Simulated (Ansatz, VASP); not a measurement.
# Al in VASP and in Ansatz

Contents of INCAR:

```
SYSTEM = Al
  PREC = Accurate
  ENCUT = 520
  EDIFF = 1E-7
  ISMEAR = -1
  SIGMA = 0.05
  LREAL = .False.
  LASPH = .True.
  NELM = 60
  ALGO = Normal
  ISIF = 2
  LWAVE = .False.
  LCHARG = .True.
  GGA = PE
  LELF = .True.
  LVHAR = .True.
  NBANDS = 8
```

Contents of KPOINTS:

```
Automatic mesh
0
Gamma
  12 12 12
  0 0 0
```

The input POSCAR:

```
Al
1.0
   -1.6121581793      1.6121581793      1.6121581793
    1.6121581793     -1.6121581793      1.6121581793
    1.6121581793      1.6121581793     -1.6121581793
Al
1
Direct
    0.0000000000      0.0000000000      0.0000000000
```

Contents of input.yaml:

```yaml
crystal:
  lattice:
    - [-1.6121581793, 1.6121581793, 1.6121581793]
    - [1.6121581793, -1.6121581793, 1.6121581793]
    - [1.6121581793, 1.6121581793, -1.6121581793]
  atoms:
    - { symbol: Al, position: [0.0, 0.0, 0.0] }
kpoints:
  mp_grid: { grid: [12, 12, 12] }
scf:
  occupations: { method: fermi_dirac, width: 0.05 }
hamiltonian:
  xc: pbe
  pseudopotentials: { kind: all_electron, lapw: { basis_error: 0.0005 } }
output:
  forces: true
  stress: true
  eigenvalues: true
```

Change from the starting cell: volume scaled by 1.04.

Alike in both runs: task single point; functional PBE; k mesh 12 × 12 × 12; occupations fermi-dirac, width 0.05 eV; no spin polarisation.

|  | VASP | Ansatz |
| --- | --- | --- |
| version | VASP 6.6.1 | Ansatz 0.2.0 |
| potentials or method | VASP PAW PBE potentials, release 64 (Al) | all-electron LAPW, scalar-relativistic |
| plane-wave cutoff (eV) | 520 | see its input |

VASP gave:

* gap on the k mesh at the Fermi level (eV): none
* pressure (GPa): 0.7

What did Ansatz give for the same quantities?

gap on the k mesh at the Fermi level (eV): none; pressure (GPa): 0.8.

A gap of «none» marks a metal or a gap that the smearing closes. Ansatz ran all-electron here, so the differences hold the error of VASP's frozen core and of both bases.
